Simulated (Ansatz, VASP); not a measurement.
## Two plane-wave programs on Pt

File POSCAR:

```
Pt
1.0
   -1.5366934000      1.5366934000      1.5366934000
    1.5366934000     -1.5366934000      1.5366934000
    1.5366934000      1.5366934000     -1.5366934000
Pt
1
Direct
    0.0000000000      0.0000000000      0.0000000000
```

Contents of INCAR.step1:

```
PREC = Accurate
ENCUT = 520
ISMEAR = 0
SIGMA = 0.15
LREAL = False
LASPH = True
NELM = 100
NBANDS = 11
GGA = PE
ALGO = Normal
EDIFF = 1E-4
LWAVE = True
LCHARG = False
```

The input INCAR.step2:

```
PREC = Accurate
ENCUT = 520
EDIFF = 1E-6
ISMEAR = 0
SIGMA = 0.15
LREAL = False
LASPH = True
NELM = 100
ALGO = Normal
ISIF = 2
LWAVE = False
LCHARG = False
METAGGA = R2SCAN
LMIXTAU = True
NBANDS = 11
ISTART = 1
```

KPOINTS

```
Automatic mesh
0
Gamma
  22 22 22
```

Input for Ansatz:

```yaml
crystal:
  lattice:
    - [-1.5366934, 1.5366934, 1.5366934]
    - [1.5366934, -1.5366934, 1.5366934]
    - [1.5366934, 1.5366934, -1.5366934]
  atoms:
    - { symbol: Pt, position: [0.0, 0.0, 0.0] }
basis:
  ecutwfc: 500
kpoints:
  mp_grid: { grid: [22, 22, 22] }
hamiltonian:
  xc: r2scan
scf:
  occupations: { method: gaussian, width: 0.15 }
output:
  forces: true
  stress: true
  eigenvalues: true
```

Change from the starting cell: strain -0.030 along x and y, -0.030 along z, atoms carried along.

Alike in both runs: task single point; functional r2SCAN; k mesh 22 × 22 × 22; occupations gaussian, width 0.15 eV; no spin polarisation.

```csv
,VASP,Ansatz
version,VASP 6.6.1,Ansatz 0.2.0
potentials or method,"VASP PAW PBE potentials, release 64 (Pt)","scalar-relativistic, plane waves, PAW"
plane-wave cutoff (eV),520,500
valence electrons in the cell,10,18
```

|  | VASP | Ansatz | Ansatz less VASP |
| --- | --- | --- | --- |
| gap on the k mesh at the Fermi level (eV) | none | none | - |
| pressure (GPa) | 20.9 | 19.8 | -1.04 |

A gap of «none» marks a metal or a gap that the smearing closes. The two sets of potentials don't hold the same shells in valence.

Caveats: so large a pressure means that the cell lies far from this level's equilibrium, or that cutoff or potentials fall short (VASP); the potentials were made for another functional, which shifts forces and pressure (VASP). Spin-orbit coupling is left out, which matters for the levels of Pt.
